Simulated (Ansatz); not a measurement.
## Mg under changes of volume

One of the cells (23.237 Å³/atom); the others are scaled copies at fixed shape and fractional positions:

```xyz
2
Lattice="3.2093 0.0000 0.0000 -1.6046 2.7793 0.0000 0.0000 0.0000 5.2103" Properties=species:S:1:pos:R:3 pbc="T T T"
Mg    1.6047    0.9264    3.9077
Mg    0.0000    1.8529    1.3026
```

```yaml
Program: Ansatz 0.2.0
Functional: BLYP
Dispersion: D3(BJ)
Potentials_or_basis: Ansatz PAW
Cutoff: "420 eV (not typed: the program's choice for these potentials)"
k_mesh: 10 × 10 × 5
Occupations: fermi-dirac, width 0.05 eV
Spin: no spin polarisation
```

```csv
volume (Å³/atom),energy over the lowest point (meV/atom),pressure (GPa)
21.843,0.00,-2.2
22.308,7.42,-2.8
22.772,16.51,-3.4
23.237,?,?
23.702,38.96,-4.3
24.167,52.01,-4.7
24.631,66.10,-5.0
```

Task: What does the run at 23.237 Å³/atom give?

Result: Energy over the lowest point 27.08 meV/atom; pressure -3.9 GPa.

Worked out: A Birch-Murnaghan fit of order 3 (a polynomial in V^(-2/3)) to the other rows has no minimum within the range. It gives 27.07 meV/atom at 23.237 Å³/atom, against the run's 27.08, and -dE/dV = -3.9 GPa, against -3.9.

Energies are extrapolated to zero smearing.

Caveats: pairwise dispersion overbinds metals, which lowers pressure and volume; the PAW data sets come from PBE, with cores solved anew for the run's functional, which leaves a small shift of forces and pressure.
